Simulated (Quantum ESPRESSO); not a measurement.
A run of Quantum ESPRESSO 7.5:

The input pw.in:

```
&CONTROL
  calculation = 'scf'
  prefix = 'pwscf'
  outdir = './tmp'
  pseudo_dir = './pseudo'
  tprnfor = .true.
  tstress = .true.
  disk_io = 'low'
/
&SYSTEM
  ibrav = 0
  A = 3.50020685
  nat = 1
  ntyp = 1
  ecutwfc = 56
  nbnd = 13
  occupations = 'smearing'
  smearing = 'fd'
  degauss = 0.00367493
/
&ELECTRONS
  conv_thr = 2d-10
  electron_maxstep = 120
  mixing_beta = 0.5
/
ATOMIC_SPECIES
Pb   207.2000 Pb.upf
CELL_PARAMETERS alat
   0.0000000000    0.7071067814    0.7071067814
   0.7071067814    0.0000000000    0.7071067814
   0.7071067814    0.7071067814    0.0000000000
ATOMIC_POSITIONS alat
Pb     0.0000000000    0.0000000000    0.0000000000
K_POINTS automatic
9 9 9 0 0 0
```

File bands.in:

```
&CONTROL
  calculation = 'bands'
  prefix = 'pwscf'
  outdir = './tmp'
  pseudo_dir = './pseudo'
  disk_io = 'low'
  verbosity = 'high'
/
&SYSTEM
  ibrav = 0
  A = 3.50020685
  nat = 1
  ntyp = 1
  ecutwfc = 56
  nbnd = 13
  occupations = 'smearing'
  smearing = 'fd'
  degauss = 0.00367493
/
&ELECTRONS
  conv_thr = 1d-08
  electron_maxstep = 120
  mixing_beta = 0.5
  diago_full_acc = .true.
/
ATOMIC_SPECIES
Pb   207.2000 Pb.upf
CELL_PARAMETERS alat
   0.0000000000    0.7071067814    0.7071067814
   0.7071067814    0.0000000000    0.7071067814
   0.7071067814    0.7071067814    0.0000000000
ATOMIC_POSITIONS alat
Pb     0.0000000000    0.0000000000    0.0000000000
K_POINTS crystal
60
 0.0000000000  0.0000000000  0.0000000000 1
 0.0625000000  0.0000000000  0.0625000000 1
 0.1250000000  0.0000000000  0.1250000000 1
 0.1875000000  0.0000000000  0.1875000000 1
 0.2500000000  0.0000000000  0.2500000000 1
 0.3125000000  0.0000000000  0.3125000000 1
 0.3750000000  0.0000000000  0.3750000000 1
 0.4375000000  0.0000000000  0.4375000000 1
 0.5000000000  0.0000000000  0.5000000000 1
 0.5000000000  0.0625000000  0.5625000000 1
 0.5000000000  0.1250000000  0.6250000000 1
 0.5000000000  0.1875000000  0.6875000000 1
 0.5000000000  0.2500000000  0.7500000000 1
 0.4375000000  0.3125000000  0.7500000000 1
 0.3750000000  0.3750000000  0.7500000000 1
 0.3375000000  0.3375000000  0.6750000000 1
 0.3000000000  0.3000000000  0.6000000000 1
 0.2625000000  0.2625000000  0.5250000000 1
 0.2250000000  0.2250000000  0.4500000000 1
 0.1875000000  0.1875000000  0.3750000000 1
 0.1500000000  0.1500000000  0.3000000000 1
 0.1125000000  0.1125000000  0.2250000000 1
 0.0750000000  0.0750000000  0.1500000000 1
 0.0375000000  0.0375000000  0.0750000000 1
 0.0000000000  0.0000000000  0.0000000000 1
 0.0625000000  0.0625000000  0.0625000000 1
 0.1250000000  0.1250000000  0.1250000000 1
 0.1875000000  0.1875000000  0.1875000000 1
 0.2500000000  0.2500000000  0.2500000000 1
 0.3125000000  0.3125000000  0.3125000000 1
 0.3750000000  0.3750000000  0.3750000000 1
 0.4375000000  0.4375000000  0.4375000000 1
 0.5000000000  0.5000000000  0.5000000000 1
 0.5250000000  0.4500000000  0.5250000000 1
 0.5500000000  0.4000000000  0.5500000000 1
 0.5750000000  0.3500000000  0.5750000000 1
 0.6000000000  0.3000000000  0.6000000000 1
 0.6250000000  0.2500000000  0.6250000000 1
 0.5833333333  0.2500000000  0.6666666667 1
 0.5416666667  0.2500000000  0.7083333333 1
 0.5000000000  0.2500000000  0.7500000000 1
 0.5000000000  0.2857142857  0.7142857143 1
 0.5000000000  0.3214285714  0.6785714286 1
 0.5000000000  0.3571428571  0.6428571429 1
 0.5000000000  0.3928571429  0.6071428571 1
 0.5000000000  0.4285714286  0.5714285714 1
 0.5000000000  0.4642857143  0.5357142857 1
 0.5000000000  0.5000000000  0.5000000000 1
 0.4821428571  0.4821428571  0.5357142857 1
 0.4642857143  0.4642857143  0.5714285714 1
 0.4464285714  0.4464285714  0.6071428571 1
 0.4285714286  0.4285714286  0.6428571429 1
 0.4107142857  0.4107142857  0.6785714286 1
 0.3928571429  0.3928571429  0.7142857143 1
 0.3750000000  0.3750000000  0.7500000000 1
 0.6250000000  0.2500000000  0.6250000000 1
 0.5937500000  0.1875000000  0.5937500000 1
 0.5625000000  0.1250000000  0.5625000000 1
 0.5312500000  0.0625000000  0.5312500000 1
 0.5000000000  0.0000000000  0.5000000000 1
```

Potentials or basis: PseudoDojo 0.4.1 SR LDA standard.

Run with:

```bash
$ OMP_NUM_THREADS=1 pw.x -in pw.in > pw.out
$ OMP_NUM_THREADS=1 pw.x -in bands.in > bands.out
```

Hardware: 1 thread of Arm Neoverse V1, on a shared host.

How long does it take, and how much memory?

Wall time 14 s on 1 thread of Arm Neoverse V1, with other jobs on the host, peak memory 0.09 GiB. Counts: scf iterations 7, k pools 1, bands 13, k points 35, g dense 11575.
